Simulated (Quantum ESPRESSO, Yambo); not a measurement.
**AlN (F-43m): G0W0 in Yambo against the bands**

How does the gap of AlN (F-43m) converge in the bands?

Program: Yambo 5.3.0. Level of theory: PBE and many-body steps on it, plane waves. Results are calculated unless marked as measured.

## (1) The structure

It takes space group F-43m (No. 216, cubic). The conventional cell has a = 4.368 Å, b = 4.368 Å, c = 4.368 Å, α = 90.00°, β = 90.00°, γ = 90.00°. Nearest to Al lie 4 N at 1.89 Å. Nearest to N lie 4 Al at 1.89 Å. Farther neighbours and most contacts between anions are not listed.

Structure file:

```
Al N
1.0
     0.00000    2.18399    2.18399
     2.18399    0.00000    2.18399
     2.18399    2.18399    0.00000
Al N
1 1
Direct
  0.00000 0.00000 0.00000
  0.75000 0.75000 0.75000
```

The cell and positions are those that the Materials Project relaxed with its own functionals (PBE, PBE+U or r2SCAN), kept fixed. This is not the form that AlN usually takes at ambient conditions.

## (2) 18 bands

This step: Yambo 5.3.0; G0W0 on PBE, plane waves, norm-conserving pseudopotentials.

Now the one-shot GW correction: screening in the RPA, then the self-energy of the levels asked for.

gw1.in reads:

```
HF_and_locXC
gw0
dyson
ppa
em1d
rim_cut
RandQpts= 1000000
RandGvec= 1 RL
EXXRLvcs= 72 Ry
VXCRLvcs= 288 Ry
Chimod= "HARTREE"
% BndsRnXp
 1 | 18 |
%
NGsBlkXp= 15.5 Ry
% LongDrXp
 1 | 1 | 1 |
%
% GbndRnge
 1 | 18 |
%
DysSolver= "n"
ExtendOut
PPAPntXp= 27.21138 eV
% QPkrange
 1 | 1 | 3 | 6 |
 7 | 7 | 3 | 6 |
%
```

Launch:

```console
> OMP_NUM_THREADS=1 mpirun -n 4 yambo -F gw1.in -J gw1 -C gw1 > gw1.log
```

Log:

```text
 Yambo, version 5.3.0

 [02] CORE Variables Setup
 =========================

  [... cell, symmetries and grids as in the set-up ...]

  [02.05] Energies & Occupations
  ==============================

  [X] === General ===
  [X] Electronic Temperature                        :  0.000000  0.000000 [eV K]
  [X] Bosonic    Temperature                        :  0.000000  0.000000 [eV K]
  [X] Finite Temperature mode                       : no
  [X] El. density                                   :  0.38398E+24 [cm-3]
  [X] Fermi Level                                   :  6.956595 [eV]

  [X] === Gaps and Widths ===
  [X] Conduction Band Min                           :  3.324803 [eV]
  [X] Valence Band Max                              :  0.000000 [eV]
  [X] Filled Bands                                  :   4
  [X] Empty Bands                                   :    5  249
  [X] Direct Gap                                    :  4.192069 [eV]
  [X] Direct Gap localized at k                     :  1
  [X] Indirect Gap                                  :  3.324803 [eV]
  [X] Indirect Gap between kpts                     :   1   7
  [X] Last valence band width                       :  2.697223 [eV]
  [X] 1st conduction band width                     :  4.489948 [eV]

 [03] Transferred momenta grid and indexing
 ==========================================

 IBZ Q-points                                      :   8
 BZ  Q-points                                      :   64

 K/Q-points units:
 rlu = crystal or reduced units; cc = cartesian coordinates; iku = interal k-units

 Q [1]          [rlu]:  0.000000  0.000000  0.000000
 Q [2]          [rlu]: -0.52978E-17 -0.52978E-17  0.25000
 Q [3]          [rlu]:  0.10596E-16  0.10596E-16 -0.50000
 Q [4]          [rlu]:  0.19945E-16  0.25000      0.25000
 Q [5]          [rlu]:  0.25178E-16  0.25000      0.50000
 Q [6]          [rlu]:  0.10596E-16  0.25000     -0.25000
 Q [7]          [rlu]: -0.39890E-16 -0.50000     -0.50000
 Q [8]          [rlu]:  0.250000 -0.500000 -0.250000

 [04] Coloumb potential Random Integration (RIM)
 ===============================================

  [04.01] RIM initialization
  ==========================

  * Diagonal components only detected *

  8 x (sBL volume)        :  0.220531 [a.u.]
  sBZ random points       :  1000000
  Points outside the sBZ  :   7987327
  RL volume               :  1.764245 [a.u.]
  Integrated volume       :  1.767044 [a.u.]

  [04.02] RIM integrals
  =====================

  Gamma point sphere radius             :  0.109591 [a.u.]
  Points outside the sphere             :   799513
  [Int_sBZ(q=0) 1/q^2]*(Vol_sBZ)^(-1/3) =:  7.764325
                                 should be <:  7.795600

  Summary of Coulomb integrals for non-metallic bands |Q|[au] RIM/Bare

  Q [1] 0.100000E-4 0.995988 * Q [2] 0.329610 1.065884
  Q [4] 0.380601 1.064810 * Q [6] 0.538251 1.027704
  Q [5] 0.631155 1.020409 * Q [3] 0.659220 1.018308
  Q [7] 0.761202 1.014905 * Q [8] 0.851049 1.011860

 [05] Dipoles
 ============

  [05.01] Setup: observables and procedures
  =========================================

 [06] Dynamic Dielectric Matrix (PPA)
 ====================================

 [WR./gw1//ndb.pp]---------------------------------------------------------------
  Brillouin Zone Q/K grids (IBZ/BZ)                :    8   64    8   64
  RL vectors                                       :  1917 [WF]
  Coulomb cutoff potential                         : none
  Electronic Temperature                           :  0.000000 [K]
  Bosonic    Temperature                           :  0.000000 [K]
  PPA    diel. fun.  energies                      : Perdew, Burke & Ernzerhof(X)+Perdew, Burke & Ernzerhof(C)
  wavefunctions                                    : Perdew, Burke & Ernzerhof(X)+Perdew, Burke & Ernzerhof(C)
  Global Gauge                                     : length
  X matrix size                                    :  181
  X band range                                     :   1  18
  X e/h energy range                               : -1.000000 -1.000000 [eV]
  X Time ordering                                  : R
  X Hxc Kernel                                     : HARTREE
  X Drude frequency                                :  0.000000  0.000000
  X poles                                          :  100.0000 [o/o]
  RL vectors in the sum                            :  1917
  [r,Vnl] included                                 : yes
  Field direction                                  :  0.577350E-5  0.577350E-5  0.577350E-5
  BZ energy Double Grid                            : no
  BZ energy DbGd points                            : 0
  BZ Q point size factor                           : -1.000000
  X Optical Averaged directions                    : none

 [07] Local Exchange-Correlation + Non-Local Fock
 ================================================

 [VXC] Plane waves :  11575
 [EXS] Plane waves :  1471

 QP @ state[ 1 ] K range:  1  1
 QP @ state[ 1 ] b range:   3   6
 QP @ state[ 2 ] K range:   7   7
 QP @ state[ 2 ] b range:   3   6

 [xc] Functional : Perdew, Burke & Ernzerhof(X)+Perdew, Burke & Ernzerhof(C)
 [xc] LIBXC used to calculate xc functional
  PP Number of Atomic Species                      :  2
  NLCC RL compoments                               :  11575
  PP Number of Atomic Species                      :  2
  NLCC RL compoments                               :  11575

 [xc] E_xc :  -3.460984 [Ha]
      E_xc :  -6.921968 [Ry]

  Local XC kind (lXC) : Perdew, Burke & Ernzerhof(X)+Perdew, Burke & Ernzerhof(C)
  Non-Local XC kind (nlXC) : Hartree-Fock

  Corrections @ K [1] :  [eV]
 <3|nlXC|3> = -20.93505  0.72956E-17 <3|lXC|3> = -16.96895  0.14988E-20
 <4|nlXC|4> = -20.93507  0.30540E-17 <4|lXC|4> = -16.96895 -0.14161E-15
 <5|nlXC|5> = -7.926806  0.20247E-17 <5|lXC|5> = -12.51952  0.23602E-16
 <6|nlXC|6> = -4.084825 -0.73684E-18 <6|lXC|6> = -9.879209 -0.94404E-16

  Corrections @ K [7] :  [eV]
 <3|nlXC|3> = -20.06160 -0.16599E-17 <3|lXC|3> = -15.43682 -0.66769E-20
 <4|nlXC|4> = -20.06169 -0.66525E-17 <4|lXC|4> = -15.43682  0.94408E-16
 <5|nlXC|5> = -4.945187  0.11096E-17 <5|lXC|5> = -9.183725  0.70806E-16
 <6|nlXC|6> = -4.360083  0.76774E-18 <6|lXC|6> = -9.446599 -0.94410E-16

 [08] Dyson equation: Newton solver
 ==================================

  [08.01] G0W0 (W PPA)
  ====================

  [  GW  ] Bands range     :   1  18
  [GW/PPA] G damping       :  0.100000 [eV]

  QP @ state[ 1 ] K range:  1  1
  QP @ state[ 1 ] b range:   3   6
  QP @ state[ 2 ] K range:   7   7
  QP @ state[ 2 ] b range:   3   6

   Sc/G bands                                       :   1  18
   Sc/G damping                                     :  0.100000 ev
   Sc bands terminator                              : no
   Sx RL components                                 :  1471

   QP @ state[ 1 ] K range                          :  1  1
   QP @ state[ 1 ] b range                          :   3   6
   QP @ state[ 2 ] K range                          :   7   7
   QP @ state[ 2 ] b range                          :   3   6
   GF energies kind                                 : Perdew, Burke & Ernzerhof(X)+Perdew, Burke & Ernzerhof(C)
   GF WF`s kind                                     : Perdew, Burke & Ernzerhof(X)+Perdew, Burke & Ernzerhof(C)
   Xs energies kind                                 : Perdew, Burke & Ernzerhof(X)+Perdew, Burke & Ernzerhof(C)
   Xs WF`s kind                                     : Perdew, Burke & Ernzerhof(X)+Perdew, Burke & Ernzerhof(C)

 [11] Game Over & Game summary
```

It took 7.3 s on 4 MPI ranks of Arm Neoverse V1, shared host; peak memory 1.1 GiB.

Numbers from this step:

* G0W0 gap on the points computed: 4.257 eV
* starting gap on the mesh: 3.325 eV
* k of the valence top: 0, 0, 0
* k of the conduction bottom: 0, -0.5, -0.5
* least direct G0W0 gap on the computed points: 5.429 eV
* Z at the valence top: 0.7942
* Z at the conduction bottom: 0.8413

The gap on the mesh goes from 3.32 eV to 4.26 eV, a correction of +0.93 eV.

## (3) 34 bands

gw2.in, as its differences from gw1.in of step 2:

```diff
@@ -12,3 +12,3 @@
 % BndsRnXp
- 1 | 18 |
+ 1 | 34 |
 %
@@ -19,3 +19,3 @@
 % GbndRnge
- 1 | 18 |
+ 1 | 34 |
 %
```

Launch:

```console
> OMP_NUM_THREADS=1 mpirun -n 4 yambo -F gw2.in -J gw2 -C gw2 > gw2.log
```

Log:

```text
 Yambo, version 5.3.0

 [02] CORE Variables Setup
 =========================

  [... cell, symmetries and grids as in the set-up ...]

  [02.05] Energies & Occupations
  ==============================

  [X] === General ===
  [X] Electronic Temperature                        :  0.000000  0.000000 [eV K]
  [X] Bosonic    Temperature                        :  0.000000  0.000000 [eV K]
  [X] Finite Temperature mode                       : no
  [X] El. density                                   :  0.38398E+24 [cm-3]
  [X] Fermi Level                                   :  6.956595 [eV]

  [X] === Gaps and Widths ===
  [X] Conduction Band Min                           :  3.324803 [eV]
  [X] Valence Band Max                              :  0.000000 [eV]
  [X] Filled Bands                                  :   4
  [X] Empty Bands                                   :    5  249
  [X] Direct Gap                                    :  4.192069 [eV]
  [X] Direct Gap localized at k                     :  1
  [X] Indirect Gap                                  :  3.324803 [eV]
  [X] Indirect Gap between kpts                     :   1   7
  [X] Last valence band width                       :  2.697223 [eV]
  [X] 1st conduction band width                     :  4.489948 [eV]

 [03] Transferred momenta grid and indexing
 ==========================================

 IBZ Q-points                                      :   8
 BZ  Q-points                                      :   64

 K/Q-points units:
 rlu = crystal or reduced units; cc = cartesian coordinates; iku = interal k-units

 Q [1]          [rlu]:  0.000000  0.000000  0.000000
 Q [2]          [rlu]: -0.52978E-17 -0.52978E-17  0.25000
 Q [3]          [rlu]:  0.10596E-16  0.10596E-16 -0.50000
[...]
NLCC RL compoments                               :  11575
  PP Number of Atomic Species                      :  2
  NLCC RL compoments                               :  11575

 [xc] E_xc :  -3.460984 [Ha]
      E_xc :  -6.921968 [Ry]

  Local XC kind (lXC) : Perdew, Burke & Ernzerhof(X)+Perdew, Burke & Ernzerhof(C)
  Non-Local XC kind (nlXC) : Hartree-Fock

  Corrections @ K [1] :  [eV]
 <3|nlXC|3> = -20.93505  0.72956E-17 <3|lXC|3> = -16.96895  0.14988E-20
 <4|nlXC|4> = -20.93507  0.30540E-17 <4|lXC|4> = -16.96895 -0.14161E-15
 <5|nlXC|5> = -7.926806  0.20247E-17 <5|lXC|5> = -12.51952  0.23602E-16
[...]
Corrections @ K [7] :  [eV]
[...]
<5|nlXC|5> = -4.945187  0.11096E-17 <5|lXC|5> = -9.183725  0.70806E-16
 <6|nlXC|6> = -4.360083  0.76774E-18 <6|lXC|6> = -9.446599 -0.94410E-16

 [08] Dyson equation: Newton solver
 ==================================

  [08.01] G0W0 (W PPA)
  ====================

  [  GW  ] Bands range     :    1   34
  [GW/PPA] G damping       :  0.100000 [eV]

  QP @ state[ 1 ] K range:  1  1
  QP @ state[ 1 ] b range:   3   6
  QP @ state[ 2 ] K range:   7   7
  QP @ state[ 2 ] b range:   3   6

   Sc/G bands                                       :    1   34
   Sc/G damping                                     :  0.100000 ev
   Sc bands terminator                              : no
   Sx RL components                                 :  1471

   QP @ state[ 1 ] K range                          :  1  1
   QP @ state[ 1 ] b range                          :   3   6
   QP @ state[ 2 ] K range                          :   7   7
   QP @ state[ 2 ] b range                          :   3   6
   GF energies kind                                 : Perdew, Burke & Ernzerhof(X)+Perdew, Burke & Ernzerhof(C)
   GF WF`s kind                                     : Perdew, Burke & Ernzerhof(X)+Perdew, Burke & Ernzerhof(C)
   Xs energies kind                                 : Perdew, Burke & Ernzerhof(X)+Perdew, Burke & Ernzerhof(C)
   Xs WF`s kind                                     : Perdew, Burke & Ernzerhof(X)+Perdew, Burke & Ernzerhof(C)

 [11] Game Over & Game summary
```

Wall time 11 s (4 MPI ranks); peak memory 1.1 GiB.

This step gave:

```
G0W0 gap on the points computed              : 4.296 eV
starting gap on the mesh                     : 3.325 eV
k of the valence top                         : 0, 0, 0
k of the conduction bottom                   : 0, -0.5, -0.5
least direct G0W0 gap on the computed points : 5.468 eV
Z at the valence top                         : 0.7932
Z at the conduction bottom                   : 0.8396
```

Against the run before, the gap moves by +0.039 eV.

## (4) 66 bands

gw3.in, as its differences from gw2.in of step 3:

```diff
@@ -12,3 +12,3 @@
 % BndsRnXp
- 1 | 34 |
+ 1 | 66 |
 %
@@ -19,3 +19,3 @@
 % GbndRnge
- 1 | 34 |
+ 1 | 66 |
 %
```

Launch:

```console
> OMP_NUM_THREADS=1 mpirun -n 4 yambo -F gw3.in -J gw3 -C gw3 > gw3.log
```

Log:

```text
 Yambo, version 5.3.0

 [02] CORE Variables Setup
 =========================

  [... cell, symmetries and grids as in the set-up ...]

  [02.05] Energies & Occupations
  ==============================

  [X] === General ===
  [X] Electronic Temperature                        :  0.000000  0.000000 [eV K]
  [X] Bosonic    Temperature                        :  0.000000  0.000000 [eV K]
  [X] Finite Temperature mode                       : no
  [X] El. density                                   :  0.38398E+24 [cm-3]
[...]
QP @ state[ 1 ] b range                          :   3   6
   QP @ state[ 2 ] K range                          :   7   7
   QP @ state[ 2 ] b range                          :   3   6
   GF energies kind                                 : Perdew, Burke & Ernzerhof(X)+Perdew, Burke & Ernzerhof(C)
   GF WF`s kind                                     : Perdew, Burke & Ernzerhof(X)+Perdew, Burke & Ernzerhof(C)
   Xs energies kind                                 : Perdew, Burke & Ernzerhof(X)+Perdew, Burke & Ernzerhof(C)
   Xs WF`s kind                                     : Perdew, Burke & Ernzerhof(X)+Perdew, Burke & Ernzerhof(C)

 [11] Game Over & Game summary
```

The job ended after 18 s (4 MPI ranks; peak memory 1.1 GiB; 69 s of CPU time).

Numbers from this step:

```yaml
g0w0_gap_on_the_points_computed: 4.430 eV
starting_gap_on_the_mesh: 3.325 eV
k_of_the_valence_top: 0, 0, 0
k_of_the_conduction_bottom: 0, -0.5, -0.5
least_direct_g0w0_gap_on_the_computed_points: 5.547 eV
```

Against the run before, the gap moves by +0.134 eV.

(Part 1 of 2 ends here.)

[Paths, hosts, dates, memory and timing lines, banners, echoed tables and standing remarks are left out of the program output.]

[Logs are printed without paths, hosts, clocks, repeated set-up lines and the standing remarks that a program may print on its own settings, such as how far it seeks lower states.]

[Runs of the session that timed out or met a known fault of the program may be left out.]

[Hosts, paths, dates, database ids (printed as entryN), source tags and the programs' standing remarks are cut or masked in the printed files.]
